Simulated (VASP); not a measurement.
# RuS2 (P-3m1) in VASP: notebook

One crystal, RuS2, is run at these levels: r2SCAN, PBEsol+U; tasks: single point.

All numbers are computed with VASP 6.6.1; they aren't measurements. Logs are shortened: lines on timing, memory, paths and dates and some standing lists are left out, and cuts for length are marked.

**1. The structure**

Symmetry: P-3m1, No. 164, trigonal system. Conventional cell: a = 3.521 Å, b = 3.521 Å, c = 5.680 Å, α = 90.00°, β = 90.00°, γ = 120.00°. Around Ru (site symmetry -3m) lie 6 S at 2.49 Å. S (site symmetry 3m) is surrounded by 3 Ru at 2.49 Å.

The cell comes from a database or a generator and needn't be the stable form of this composition.

**2. Single point, r2SCAN, collinear spin, random start**

INCAR reads:

```
SYSTEM = RuS2
PREC = Accurate
ENCUT = 520
EDIFF = 1E-7
ISMEAR = 0
SIGMA = 0.05
LREAL = .FALSE.
LASPH = .TRUE.
NELM = 80
ALGO = Normal
ISIF = 2
LWAVE = .FALSE.
LCHARG = .FALSE.
ISPIN = 2
MAGMOM = 0.55 0 0
LORBIT = 11
LMAXMIX = 4
METAGGA = R2SCAN
LMIXTAU = .TRUE.
NBANDS = 24
```

KPOINTS reads:

```
regular mesh
0
G
  6 6 4
  0 0 0
```

POSCAR reads:

```
RuS2
1.0
    3.5211794000      0.0000000000      0.0000000000
   -1.7605897000      3.0494308100      0.0000000000
    0.0000000000      0.0000000000      5.6803931900
Ru S
1 2
Direct
    0.0000000000      0.0000000000      0.0000000000
    0.3333333333      0.6666666667      0.2520000000
    0.6666666667      0.3333333333      0.7480000000
```

Potentials or basis: VASP PAW PBE potentials, release 64 (Ru_pv, S).

Run with:

```console
$ cat potpaw_PBE.64/Ru_pv/POTCAR potpaw_PBE.64/S/POTCAR > POTCAR
$ mpirun -np 1 vasp_std > vasp.out
```

OUTCAR:

```text
SYSTEM = RuS2
   PREC = Accurate
   ENCUT = 520
   EDIFF = 1E-7
   ISMEAR = 0
   LREAL = .FALSE.
   LASPH = .TRUE.
   NELM = 80
   ISIF = 2
   ISPIN = 2
   LORBIT = 11
   METAGGA = R2SCAN

 ion  position               nearest neighbor table
   1  0.000  0.000  0.000-   2 2.49   3 2.49   3 2.49   2 2.49   3 2.49   2 2.49
   2  0.333  0.667  0.252-   1 2.49   1 2.49   1 2.49
   3  0.667  0.333  0.748-   1 2.49   1 2.49   1 2.49

  LATTYP: Found a hexagonal cell.
 ALAT       =     3.5211794000
 C/A-ratio  =     1.6132075492

  Lattice vectors:

 A1 = (   3.5211794000,   0.0000000000,   0.0000000000)
 A2 = (  -1.7605897000,   3.0494308100,   0.0000000000)
 A3 = (   0.0000000000,   0.0000000000,   5.6803931900)

Analysis of symmetry for initial positions (statically):
=====================================================================
 Subroutine PRICEL returns:
 Original cell was already a primitive cell.

 Routine SETGRP: Setting up the symmetry group for a
 hexagonal supercell.

 Subroutine GETGRP returns: Found 12 space group operations
 (whereof 12 operations were pure point group operations)
 out of a pool of 24 trial point group operations.

The static configuration has the point symmetry D_3d.

Analysis of symmetry for dynamics (positions and initial velocities):
=====================================================================
 Subroutine PRICEL returns:
 Original cell was already a primitive cell.

 Routine SETGRP: Setting up the symmetry group for a
 hexagonal supercell.

 Subroutine GETGRP returns: Found 12 space group operations
 (whereof 12 operations were pure point group operations)
 out of a pool of 24 trial point group operations.

The dynamic configuration has the point symmetry D_3d.

Analysis of structural, dynamic, and magnetic symmetry:
=====================================================================
 Subroutine PRICEL returns:
 Original cell was already a primitive cell.

 Routine SETGRP: Setting up the symmetry group for a
 hexagonal supercell.

 Subroutine GETGRP returns: Found 12 space group operations
 (whereof 12 operations were pure point group operations)
 out of a pool of 24 trial point group operations.

The overall configuration has the point symmetry D_3d.

 Subroutine INISYM returns: Found 12 space group operations
 (whereof 12 operations are pure point group operations),
 and found     1 'primitive' translations
[... 118 lines left out ...]
  Fermi-wavevector in a.u.,A,eV,Ry     =   1.232076  2.328286 20.653798  1.518011
  Thomas-Fermi vector in A             =   2.366860
   LORBIT       =     11    0 simple, 1 ext, 2 COOP (PROOUT), +10 PAW based schemes
   METAGGA = R2SCAN    functional components
   LHFCALC =     F    Hartree Fock is set to
   AEXX    =    0.0000 exact exchange contribution
   IVDW    =     0    specifies the selected vdW correction
   LEPSILON=     F    determine dielectric tensor
   LRPA    =     F    only Hartree local field effects (RPA)
 spin polarized calculation
 Gauss-broadening in eV      SIGMA  =   0.05
  energy-cutoff  :      520.00
  volume of cell :       60.99
 maximum number of plane-waves:      1671
 NGX is ok and might be reduce to    28
   NGX = 13   NGY = 13   NGZ = 21

 number of electron      26.0000006 magnetization       1.8771727

 Free energy of the ion-electron system (eV)
  ---------------------------------------------------
  ext. energy  EPLUGINS =         0.00000000
  ---------------------------------------------------
  free energy    TOTEN  =       -41.99751026 eV

  energy without entropy =      -41.99558145  energy(sigma->0) =      -41.99654585

 E-fermi :   4.9172     XC(G=0): -10.7575

 val. band max:        4.8286395874   @ k =   0.0000   0.0000   0.0000
 cond. band min:       4.9260033475   @ k =   0.0000   0.1667   0.2500
 fundamental gap:      0.0973637601
 Fermi energy:         4.9172311738

 spin component 1

 k-point     1 :       0.0000    0.0000    0.0000
  band No.  band energies     occupation
      1     -40.4335      1.00000
      2     -40.4335      1.00000
      3     -40.0374      1.00000
      4      -9.5045      1.00000
      5      -7.8324      1.00000
      6      -1.0492      1.00000
[... 637 lines left out ...]
     23      16.2832      0.00000
     24      16.4757      0.00000
 Fermi energy:         4.9172311738

 spin component 2

 k-point     1 :       0.0000    0.0000    0.0000
  band No.  band energies     occupation
      1     -38.8895      1.00000
      2     -38.8021      1.00000
      3     -38.8021      1.00000
      4      -9.3066      1.00000
      5      -7.5966      1.00000
      6      -0.6139      1.00000
[... 637 lines left out ...]
     23      16.5790      0.00000
     24      16.7301      0.00000

------------------------ aborting loop because EDIFF is reached ----------------------------------------

  FORCE on cell =-STRESS in cart. coord.  units (eV):
  Direction    XX          YY          ZZ          XY          YZ          ZX
  --------------------------------------------------------------------------------------
  -------------------------------------------------------------------------------------
  Total       -4.9528965     -4.9528965     -4.0357509      0.0000000     -0.0000000      0.0000000
  in kB     -130.1021581   -130.1021580   -106.0106749      0.0000000     -0.0000000      0.0000000
  external PRESSURE =    -122.0716637 kB  Pullay stress =       0.0000000 kB

 VOLUME and BASIS-vectors are now :
 -----------------------------------------------------------------------------
  energy-cutoff  :      520.00
  volume of cell :       60.99
      direct lattice vectors                 reciprocal lattice vectors
     3.521179400  0.000000000  0.000000000     0.283995754  0.163965025  0.000000000
    -1.760589700  3.049430810  0.000000000     0.000000000  0.327930051  0.000000000
     0.000000000  0.000000000  5.680393190     0.000000000  0.000000000  0.176044152

 POSITION                                       TOTAL-FORCE (eV/Angst)
 -----------------------------------------------------------------------------------
      0.00000      0.00000      0.00000        -0.000000      0.000000      0.000000
     -0.00000      2.03295      1.43146        -0.000000     -0.000000     -1.404095
      1.76059      1.01648      4.24893         0.000000      0.000000      1.404095
 -----------------------------------------------------------------------------------
    total drift:                                0.000000     -0.000000      0.000000

  FREE ENERGIE OF THE ION-ELECTRON SYSTEM (eV)
  ---------------------------------------------------
  free  energy   TOTEN  =       -41.9975102588 eV

  energy  without entropy=      -41.9955814500  energy(sigma->0) =      -41.99654585

 total charge

# of ion       s       p       d       tot
------------------------------------------
    1        0.302   6.229   5.759  12.290
    2        1.356   2.267   0.000   3.623
    3        1.356   2.267   0.000   3.623
--------------------------------------------------
tot          3.014  10.763   5.759  19.536

 magnetization (x)

# of ion       s       p       d       tot
------------------------------------------
    1        0.009   0.024   1.429   1.463
    2        0.007   0.121   0.000   0.128
    3        0.007   0.121   0.000   0.128
--------------------------------------------------
tot          0.024   0.265   1.429   1.719
```

OSZICAR:

```text
N       E                     dE             d eps       ncg     rms          rms(c)
DAV:   1     0.159438358195E+03    0.15944E+03   -0.13504E+04  2368   0.996E+02
DAV:   2    -0.424971595223E+02   -0.20194E+03   -0.19434E+03  2744   0.273E+02
DAV:   3    -0.503852184417E+02   -0.78881E+01   -0.78054E+01  2984   0.537E+01
[... 11 lines left out ...]
DAV:  15    -0.419974963036E+02   -0.28923E-03   -0.14767E-04  2448   0.880E-02    0.244E-02
DAV:  16    -0.419975064212E+02   -0.10118E-04   -0.32717E-05  2784   0.405E-02    0.113E-02
DAV:  17    -0.419975092678E+02   -0.28466E-05   -0.22753E-06  2656   0.101E-02    0.664E-03
DAV:  18    -0.419975102097E+02   -0.94186E-06   -0.75222E-07  2696   0.556E-03    0.331E-03
DAV:  19    -0.419975102588E+02   -0.49150E-07   -0.17714E-07  1856   0.304E-03
   1 F= -.41997510E+02 E0= -.41996546E+02  d E =-.192881E-02  mag=     1.8773
```

Run time: 3.6 min. Hardware: 1 thread of Intel Xeon Platinum 8488C (Sapphire Rapids), shared host; peak memory 0.24 GiB.

Results:

```yaml
Free_energy: -41.9975 eV
Pressure: -12.2 GPa
Largest_force: 1.404 eV/Å
Band_gap_on_the_k_mesh: none (metal or under the smearing width)
Net_moment: 1.88 μB per cell
Site_moments: Ru +1.46; S +0.13 μB
Valence_electrons_inside_the_program's_atomic_spheres: Ru 12.29; S 3.62
```

Forces on the atoms (eV/Å):
```
Ru   0.000  0.000  0.000
S    0.000  0.000 -1.404
S    0.000  0.000  1.404
```

Caveat: the PAW data sets were made with another functional, which shifts forces and pressure a little.

**3. Single point, r2SCAN, collinear spin, ferromagnetic start**

INCAR reads:

```
  ALGO = Normal
  EDIFF = 1E-6
  ENCUT = 520
  ISIF = 2
  ISMEAR = 0
  ISPIN = 2
  LASPH = True
  LCHARG = False
  LMAXMIX = 4
  LMIXTAU = True
  LORBIT = 11
  LREAL = False
  LWAVE = False
  MAGMOM = 1 0 0
  METAGGA = R2SCAN
  NELM = 80
  NUPDOWN = 2
  PREC = Accurate
  SIGMA = 0.05
```

KPOINTS reads:

```
k-points
0
Gamma
  6 6 4
```

POSCAR is that of step 2.

Potentials or basis: VASP PAW PBE potentials, release 64 (Ru_pv, S).

Run with:

```console
$ cat potpaw_PBE.64/Ru_pv/POTCAR potpaw_PBE.64/S/POTCAR > POTCAR
$ mpirun -np 1 vasp_std > vasp.out
```

Wall time 2.5 min (1 thread of Intel Xeon Platinum 8488C (Sapphire Rapids), shared host); peak memory 0.23 GiB.

Results (log left out):

* Free energy: -41.9904 eV
* Pressure: -11.9 GPa
* Largest force: 1.361 eV/Å
* Net moment: 2.00 μB per cell
* Site moments: Ru +1.52; S +0.15 μB
* Valence electrons inside the program's atomic spheres: Ru 12.29; S 3.62

Forces on the atoms (eV/Å):
```
Ru   0.000  0.000  0.000
S    0.000  0.000 -1.361
S    0.000  0.000  1.361
```

Stress tensor (GPa, compression positive):
```
-12.84   0.00   0.00
  0.00 -12.84   0.00
  0.00   0.00  -9.87
```

Caveat: the PAW data sets were made with another functional, which shifts forces and pressure a little; the total moment is fixed, so each spin has its own Fermi level.

**4. Single point, r2SCAN**

INCAR reads:

```
SYSTEM = RuS2
PREC = Accurate ; ENCUT = 520
EDIFF = 1E-6 ; ISMEAR = 0
SIGMA = 0.05 ; LREAL = .False.
LASPH = .True. ; NELM = 100
ALGO = Normal ; ISIF = 2
LWAVE = .False. ; LCHARG = .False.
METAGGA = R2SCAN ; LMIXTAU = .True.
```

KPOINTS reads:

```
regular mesh
0
Gamma
  6 6 4
  0 0 0
```

POSCAR is that of step 3.

Run with:

```console
$ cat potpaw_PBE.64/Ru_pv/POTCAR potpaw_PBE.64/S/POTCAR > POTCAR
$ mpirun -np 1 vasp_std > vasp.out
```

Run time: 88 s. Hardware: 1 thread of Intel Xeon Platinum 8488C (Sapphire Rapids), shared host; peak memory 0.19 GiB.

The run converged. Its results:

- Free energy: -41.7369 eV
- Pressure: -14.7 GPa
- Largest force: 1.755 eV/Å
- Band gap on the k mesh: none (metal or under the smearing width)

Forces on the atoms (eV/Å):
```
Ru   0.000  0.000  0.000
S    0.000  0.000 -1.755
S    0.000  0.000  1.755
```

Stress tensor (GPa, compression positive):
```
-14.17   0.00   0.00
  0.00 -14.17   0.00
  0.00   0.00 -15.69
```

Levels at points of the mesh, in eV from the Fermi level:
| k point | band 10 | band 11 | band 12 | band 13 | band 14 | band 15 | band 16 | band 17 |
| --- | --- | --- | --- | --- | --- | --- | --- | --- |
| (0.00, 0.00, 0.00) | -1.40 | -0.66 | -0.29 | -0.29 | -0.11 | 2.69 | 2.69 | 6.45 |
| (0.50, 0.00, 0.00) | -2.71 | -1.86 | -1.26 | -0.51 | 0.02 | 2.74 | 3.04 | 7.19 |
| (0.00, 0.00, 0.50) | -1.41 | -1.41 | -0.49 | -0.49 | 0.05 | 3.04 | 3.04 | 7.04 |
| (0.50, 0.00, 0.50) | -1.53 | -1.49 | -1.31 | -0.51 | -0.04 | 2.46 | 3.30 | 6.26 |

Caveat: the PAW data sets were made with another functional, which shifts forces and pressure a little.

[end of part 1 of 2]
